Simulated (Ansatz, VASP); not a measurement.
**Mg in VASP and in Ansatz**

```
CELL_PARAMETERS angstrom
0.00000 2.19883 2.19883
2.19883 0.00000 2.19883
2.19883 2.19883 0.00000
ATOMIC_POSITIONS crystal
Mg 0.00000 0.00000 0.00000
```

Change from the starting cell: volume scaled by 0.9405.

Alike in both runs: task single point; functional PBE; k mesh 16 × 16 × 16; occupations fermi-dirac, width 0.03 eV; no spin polarisation.

```csv
,VASP,Ansatz
version,VASP 6.6.1,Ansatz 0.2.0
potentials or method,"VASP PAW PBE potentials, release 64 (Mg), cutoff 520 eV","all-electron LAPW, scalar-relativistic"
```

```tsv
	VASP	Ansatz	Ansatz less VASP
pressure (GPa)	3.4	3.5	+0.09
```

Ansatz ran all-electron here, so the differences hold the error of VASP's frozen core and of both bases.
